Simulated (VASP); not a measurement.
# KBr in VASP: one cell, several levels of theory, part 2 of 2

VASP 6.6.1, plane waves, PAW.

## (3) r2SCAN at this geometry

INCAR reads:

```
ENCUT = 520.000000
SIGMA = 0.010000
EDIFF = 1.00e-07
ALGO = Normal
METAGGA = R2SCAN
PREC = Accurate
IBRION = -1
ISIF = 2
ISMEAR = 0
NBANDS = 15
NELM = 120
NSW = 0
LASPH = .TRUE.
LCHARG = .TRUE.
LELF = .TRUE.
LWAVE = .FALSE.
LREAL = .FALSE.
```

KPOINTS reads:

```
KPOINTS created by Atomic Simulation Environment
0
Gamma
6 6 6
0 0 0
```

KPOINTS_OPT reads:

```
special points
6
Reciprocal
0.0000000000 0.0000000000 0.0000000000 1
0.5000000000 0.0000000000 0.5000000000 1
0.6250000000 0.2500000000 0.6250000000 1
0.3750000000 0.3750000000 0.7500000000 1
0.5000000000 0.5000000000 0.5000000000 1
0.5000000000 0.2500000000 0.7500000000 1
```

POSCAR reads:

```
K  Br
 1.0000000000000000
     0.0000000000000000    3.3022478065000000    3.3022478065000000
     3.3352702846000000    0.0000000000000000    3.3022478065000000
     3.3352702846000000    3.3022478065000000    0.0000000000000000
 K   Br
   1   1
Cartesian
  0.0000000000000000  0.0000000000000000  0.0000000000000000
  3.3352702846000000  3.3022478065000000  3.3022478065000000
```

Run with:

```bash
mpirun -np 1 vasp_std
```

Standard output, without the iteration lines:

```text
POSCAR found type information on POSCAR K Br
 POSCAR found :  2 types and       2 ions
 -----------------------------------------------------------------------------
|                                                                             |
|                                                                             |
|     You enforced a specific xc type in the INCAR file but a different       |
|     I HOPE YOU KNOW WHAT YOU ARE DOING!                                     |
|                                                                             |
 -----------------------------------------------------------------------------

 LDA part: xc-table for (None), standard interpolation
 POSCAR, INCAR and KPOINTS ok, starting setup
 FFT: planning ... GRIDC
 FFT: planning ... GRID_SOFT
 FFT: planning ... GRID
 WAVECAR not read
 entering main loop
 Start KPOINTS_OPT (optional k-point list driver)
k-point batch [1-6\6]
```

OSZICAR:

```text
N       E                     dE             d eps       ncg     rms          rms(c)
DAV:   1     0.786104876167E+02    0.78610E+02   -0.69534E+03   900   0.956E+02
DAV:   2    -0.203879448848E+02   -0.98998E+02   -0.91872E+02  1159   0.237E+02
DAV:   3    -0.267566076541E+02   -0.63687E+01   -0.63307E+01  1251   0.508E+01
DAV:   4    -0.270133875204E+02   -0.25678E+00   -0.25667E+00  1337   0.920E+00
DAV:   5    -0.270154377490E+02   -0.20502E-02   -0.20502E-02  1279   0.965E-01    0.292E+00
DAV:   6    -0.232604080315E+02    0.37550E+01   -0.10526E+00  1375   0.852E+00    0.167E+00
DAV:   7    -0.232313238532E+02    0.29084E-01   -0.15707E-01  1215   0.233E+00    0.848E-01
DAV:   8    -0.232417133818E+02   -0.10390E-01   -0.99017E-03  1047   0.753E-01    0.421E-01
DAV:   9    -0.232478419534E+02   -0.61286E-02   -0.44379E-03   963   0.625E-01    0.110E-01
DAV:  10    -0.232479114797E+02   -0.69526E-04   -0.70615E-05  1272   0.636E-02    0.583E-02
DAV:  11    -0.232480600638E+02   -0.14858E-03   -0.12806E-04   949   0.101E-01    0.927E-03
DAV:  12    -0.232480591716E+02    0.89214E-06   -0.20509E-06  1271   0.985E-03    0.285E-03
DAV:  13    -0.232480592446E+02   -0.73003E-07   -0.36210E-07  1075   0.448E-03
   1 F= -.23248059E+02 E0= -.23248059E+02  d E =-.718787E-62
       N       E                     dE             ncg
DAV:   1     0.656169883067E+03   -0.29504E+04      180
DAV:   2     0.403386827126E+02   -0.61583E+03      250
DAV:   3     0.325860021814E+01   -0.37080E+02      236
DAV:   4     0.169367450749E+01   -0.15649E+01      285
DAV:   5     0.168240057074E+01   -0.11274E-01      236
DAV:   6     0.168211907327E+01   -0.28150E-03      276
DAV:   7     0.168211773006E+01   -0.13432E-05      251
DAV:   8     0.168211771213E+01   -0.17934E-07      182
```

From OUTCAR:

```text
k-points           NKPTS =     30   k-points in BZ     NKDIM =     30   number of bands    NBANDS=     15

   NELECT =      16.0000    total number of electrons

   dimension x,y,z NGX =    36 NGY =   36 NGZ =   36
   dimension x,y,z NGXF=    72 NGYF=   72 NGZF=   72

  energy-cutoff  :      520.00
  volume of cell :       72.74
      direct lattice vectors                 reciprocal lattice vectors
     0.000000000  3.302247807  3.302247807    -0.149912888  0.151412017  0.151412017
     3.335270285  0.000000000  3.302247807     0.149912888 -0.151412017  0.151412017
     3.335270285  3.302247807  0.000000000     0.149912888  0.151412017 -0.151412017

 k-points in reciprocal lattice and weights: KPOINTS created by Atomic Simulation Env
   0.00000000  0.00000000  0.00000000       0.005
   0.16666667 -0.00000000 -0.00000000       0.037
   0.33333333  0.00000000  0.00000000       0.037
   0.50000000  0.00000000  0.00000000       0.019
   0.16666667  0.16666667  0.00000000       0.019
   0.33333333  0.16666667  0.00000000       0.074
   0.50000000  0.16666667  0.00000000       0.074
  -0.33333333  0.16666667 -0.00000000       0.074
[... 22 more k-points ...]

 E-fermi :  -2.0783

 k-point     1 :       0.0000    0.0000    0.0000
  band No.  band energies     occupation
      1     -31.1039      2.00000
      2     -14.9088      2.00000
      3     -13.8097      2.00000
      4     -13.8085      2.00000
      5     -13.8085      2.00000
      6      -2.1987      2.00000
      7      -2.1937      2.00000
      8      -2.1937      2.00000
      9       2.8497      0.00000
     10       5.9988      0.00000
     11       6.0597      0.00000
     12       6.0597      0.00000
     13       6.9889      0.00000
     14       7.0361      0.00000
     15       9.8240      0.00000

 k-point     2 :       0.1667   -0.0000   -0.0000
  band No.  band energies     occupation
      1     -31.1026      2.00000
      2     -14.9563      2.00000
      3     -13.8108      2.00000
      4     -13.8094      2.00000
      5     -13.7428      2.00000
      6      -2.5414      2.00000
      7      -2.2812      2.00000
      8      -2.2781      2.00000
      9       3.4930      0.00000
     10       5.8541      0.00000
     11       6.3568      0.00000
     12       6.3929      0.00000
     13       7.3483      0.00000
     14       7.3998      0.00000
     15      10.8025      0.00000

 k-point     3 :       0.3333    0.0000    0.0000
  band No.  band energies     occupation
      1     -31.1001      2.00000
      2     -15.0385      2.00000
      3     -13.8136      2.00000
      4     -13.8112      2.00000
      5     -13.6225      2.00000
      6      -3.1001      2.00000
      7      -2.4400      2.00000
      8      -2.4375      2.00000
      9       4.5653      0.00000
     10       6.0952      0.00000
     11       7.2592      0.00000
     12       7.2894      0.00000
     13       8.2520      0.00000
     14       8.3133      0.00000
     15      10.1240      0.00000

 k-point     4 :       0.5000    0.0000    0.0000
  band No.  band energies     occupation
      1     -31.0988      2.00000
      2     -15.0750      2.00000
      3     -13.8150      2.00000
      4     -13.8120      2.00000
      5     -13.5667      2.00000
      6      -3.3380      2.00000
      7      -2.5152      2.00000
      8      -2.5131      2.00000
      9       4.9114      0.00000
     10       6.6313      0.00000
     11       8.3053      0.00000
     12       8.3082      0.00000
     13       8.5383      0.00000
     14       8.6235      0.00000
     15       9.6252      0.00000

 k-point     5 :       0.1667    0.1667    0.0000
  band No.  band energies     occupation
      1     -31.1022      2.00000
      2     -14.9537      2.00000
      3     -13.8178      2.00000
      4     -13.8172      2.00000
      5     -13.7327      2.00000
      6      -2.6279      2.00000
      7      -2.2837      2.00000
      8      -2.2817      2.00000
      9       3.6418      0.00000
     10       5.3639      0.00000
     11       6.7115      0.00000
     12       6.7655      0.00000
     13       7.2118      0.00000
     14       7.7197      0.00000
     15      11.0896      0.00000

 k-point     6 :       0.3333    0.1667    0.0000
  band No.  band energies     occupation
      1     -31.1001      2.00000
      2     -14.9867      2.00000
      3     -13.8231      2.00000
      4     -13.8207      2.00000
      5     -13.6806      2.00000
      6      -2.9664      2.00000
      7      -2.4436      2.00000
      8      -2.3985      2.00000
      9       4.5793      0.00000
     10       5.2422      0.00000
     11       7.4659      0.00000
     12       7.5574      0.00000
     13       7.8161      0.00000
     14       8.2573      0.00000
     15      10.1732      0.00000

 k-point     7 :       0.5000    0.1667    0.0000
  band No.  band energies     occupation
      1     -31.0984      2.00000
      2     -15.0189      2.00000
      3     -13.8287      2.00000
      4     -13.8214      2.00000
      5     -13.6297      2.00000
      6      -3.1902      2.00000
      7      -2.5974      2.00000
      8      -2.5072      2.00000
      9       5.1049      0.00000
     10       6.1848      0.00000
     11       7.8630      0.00000
     12       8.1137      0.00000
     13       8.4223      0.00000
     14       8.6251      0.00000
     15       9.6524      0.00000

 k-point     8 :      -0.3333    0.1667   -0.0000
  band No.  band energies     occupation
      1     -31.0988      2.00000
      2     -15.0208      2.00000
      3     -13.8351      2.00000
      4     -13.8145      2.00000
      5     -13.6260      2.00000
      6      -3.1487      2.00000
      7      -2.5629      2.00000
      8      -2.5060      2.00000
      9       5.1195      0.00000
     10       6.0905      0.00000
     11       7.5387      0.00000
     12       7.6094      0.00000
     13       8.1718      0.00000
     14       9.2068      0.00000
     15       9.6597      0.00000

 k-point     9 :      -0.1667    0.1667    0.0000
  band No.  band energies     occupation
      1     -31.1009      2.00000
      2     -14.9912      2.00000
      3     -13.8262      2.00000
      4     -13.8090      2.00000
      5     -13.6805      2.00000
      6      -2.8594      2.00000
      7      -2.3951      2.00000
      8      -2.3855      2.00000
      9       4.2924      0.00000
     10       5.6202      0.00000
     11       6.6663      0.00000
     12       7.2455      0.00000
     13       7.6574      0.00000
     14       8.1393      0.00000
     15      10.4107      0.00000

 k-point    10 :       0.3333    0.3333    0.0000
  band No.  band energies     occupation
      1     -31.0988      2.00000
      2     -14.9106      2.00000
      3     -13.8347      2.00000
      4     -13.8341      2.00000
      5     -13.7674      2.00000
      6      -2.9976      2.00000
      7      -2.4269      2.00000
      8      -2.4239      2.00000
      9       4.4958      0.00000
     10       5.0298      0.00000
     11       7.7049      0.00000
     12       8.1299      0.00000
     13       8.4618      0.00000
     14       8.4882      0.00000
     15       9.5262      0.00000

 k-point    11 :       0.5000    0.3333    0.0000
  band No.  band energies     occupation
      1     -31.0976      2.00000
      2     -14.8883      2.00000
      3     -13.8627      2.00000
      4     -13.8358      2.00000
      5     -13.7710      2.00000
      6      -2.9898      2.00000
      7      -2.6163      2.00000
      8      -2.4918      2.00000
      9       4.6042      0.00000
     10       5.9672      0.00000
     11       7.4040      0.00000
     12       8.1842      0.00000
     13       8.3909      0.00000
     14       9.0141      0.00000
     15       9.5391      0.00000

 k-point    12 :      -0.3333    0.3333    0.0000
  band No.  band energies     occupation
      1     -31.0976      2.00000
      2     -14.9472      2.00000
      3     -13.8682      2.00000
      4     -13.8259      2.00000
      5     -13.6914      2.00000
      6      -2.9637      2.00000
      7      -2.7975      2.00000
      8      -2.5317      2.00000
      9       5.2975      0.00000
     10       6.4026      0.00000
     11       7.1713      0.00000
     12       7.6928      0.00000
     13       8.3006      0.00000
     14       9.0816      0.00000
     15      10.0271      0.00000

[... the tables of k-points 13 to 30 left out ...]

  Total       -0.1533907     -0.0074679     -0.0074679      0.0000000      0.0000000      0.0000000
  in kB       -3.3785411     -0.1644865     -0.1644865      0.0000000      0.0000000      0.0000000
  external PRESSURE =      -1.2358380 kB  Pullay stress =       0.0000000 kB

 POSITION                                       TOTAL-FORCE (eV/Angst)
 -----------------------------------------------------------------------------------
      0.00000      0.00000      0.00000         0.000000     -0.000000      0.000000
      3.33527      3.30225      3.30225        -0.000000      0.000000     -0.000000
 -----------------------------------------------------------------------------------
    total drift:                                0.000000      0.000000      0.000000

  FREE ENERGIE OF THE ION-ELECTRON SYSTEM (eV)
  ---------------------------------------------------
  free  energy   TOTEN  =       -23.2480592446 eV

  energy  without entropy=      -23.2480592446  energy(sigma->0) =      -23.24805924
```

Hardware: 1 MPI rank of Intel Xeon 6975P-C, shared host.

The levels at the points of KPOINTS_OPT are read from vasprun.xml.

Near the gap, in eV above the top of the last filled band v; c is the band after it:

| point | v−1 | v | c | c+1 |
| --- | --- | --- | --- | --- |
| Γ | 0.00 | 0.00 | 5.04 | 8.19 |
| X | -0.29 | -0.29 | 6.37 | 7.99 |
| U | -0.62 | -0.33 | 7.10 | 8.95 |
| K | -0.62 | -0.33 | 7.10 | 8.95 |
| L | -0.32 | -0.32 | 7.11 | 8.83 |
| W | -0.58 | -0.51 | 7.90 | 7.90 |

Gap with r2SCAN: 5.04 eV, direct (Γ). Pressure: -0.12 GPa; the forces vanish within 0.01 eV/Å.

## (4) What came out

The summary covers parts 1 to 2.

```
 level  gap (eV)  pressure (GPa)  Ansatz: gap (eV)  Ansatz: pressure (GPa)
   PBE      4.40            0.56              4.40                    0.53
r2SCAN      5.04           -0.12              5.04                   -0.12
```

**Reading.** The gap runs from 4.40 eV (PBE) to 5.04 eV (r2SCAN). At this one volume the pressure spans -0.1 GPa (r2SCAN) to 0.6 GPa (PBE): PBE wants the largest cell and r2SCAN the smallest. The two programs agree on the gap within 0.01 eV, far less than the spread between functionals. The two codes have different PAW datasets and cutoffs.
